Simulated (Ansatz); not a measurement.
Ir under changes of volume

One of the cells (14.059 Å³/atom); the others are scaled copies at fixed shape and fractional positions:

```xyz
1
Lattice="0.0000 1.9156 1.9156 1.9156 0.0000 1.9156 1.9156 1.9156 0.0000" Properties=species:S:1:pos:R:3 pbc="T T T"
Ir    0.0000    0.0000    0.0000
```

```yaml
Program: Ansatz 0.2.0
Functional: PBE
Potentials_or_basis: PseudoDojo standard (PBE files)
Cutoff: 925 eV
Density_cutoff: 3701 eV
k_mesh: 12 × 12 × 12
Occupations: fermi-dirac, width 0.05 eV
Spin: no spin polarisation
```

| volume (Å³/atom) | energy over the lowest point (meV/atom) | pressure (GPa) |
| --- | --- | --- |
| 13.215 | ? | ? |
| 13.496 | 78.41 | 28.6 |
| 13.778 | 36.96 | 19.0 |
| 14.059 | 11.41 | 10.4 |
| 14.340 | 0.00 | 2.8 |
| 14.621 | 1.17 | -3.9 |
| 14.902 | 13.49 | -9.9 |

**Question.** What does the run at 13.215 Å³/atom give?

**Answer.** Energy over the lowest point 137.76 meV/atom; pressure 39.4 GPa.

Worked out: A Birch-Murnaghan fit of order 3 (a polynomial in V^(-2/3)) to the other rows has its minimum at 14.45 Å³/atom with B0 = V·E''(V) = 352 GPa and B' = 4.9. It gives 137.51 meV/atom at 13.215 Å³/atom, against the run's 137.76, and -dE/dV = 39.2 GPa, against 39.4.

Energies are extrapolated to zero smearing.
